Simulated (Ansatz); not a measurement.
**Al: equation of state with m-r2SCAN**

**The experiment to reproduce.**

From “The interpretation of polycrystalline coherent inelastic neutron scattering from aluminium”, 2013, pmc:3831299, for a bulk crystal of Al: bulk modulus 76.9 GPa.

The system is Al.

```xyz
1
Lattice="0.0000 2.0248 2.0248 2.0248 0.0000 2.0248 2.0248 2.0248 0.0000" Properties=species:S:1:pos:R:3 pbc="T T T"
Al    0.0000    0.0000    0.0000
```

```json
{
  "Program": "Ansatz 0.2.0",
  "Task": "equation of state",
  "Functional": "m-r2SCAN",
  "Potentials or basis": "Ansatz PAW",
  "Cutoff": "500 eV",
  "Density cutoff": "2000 eV",
  "k mesh": "11 × 11 × 11",
  "Occupations": "fermi-dirac, width 0.05 eV",
  "Spin": "no spin polarisation"
}
```

- Equilibrium volume: 15.95 Å³/atom
- Bulk modulus: 91 GPa
- Pressure derivative of the bulk modulus: 4.3

Energy against volume, from the lowest point:
| volume (Å³/atom) | energy (meV/atom) |
| --- | --- |
| 15.607 | 2.18 |
| 15.939 | 0.00 |
| 16.271 | 1.76 |
| 16.603 | 7.06 |
| 16.935 | 15.53 |
| 17.267 | 26.85 |
| 17.599 | 40.71 |

All runs of the series together: 9.4 s on 2 threads of Arm Neoverse N1, with other jobs on the host.

Measured bulk modulus of Al: 76.9 GPa (quoted in “The interpretation of polycrystalline coherent inelastic neutron scattering from aluminium”, 2013, pmc:3831299). This calculation gives 91 GPa (+18.4 %). The fit is for a static lattice scaled at fixed shape and fixed fractional positions. The cell as given is a measured one (16.60 Å³/atom); m-r2SCAN puts the equilibrium volume -3.9 % from it, thermal expansion not counted.

Caveat: the PAW data sets were made with another functional, which shifts forces and pressure a little.
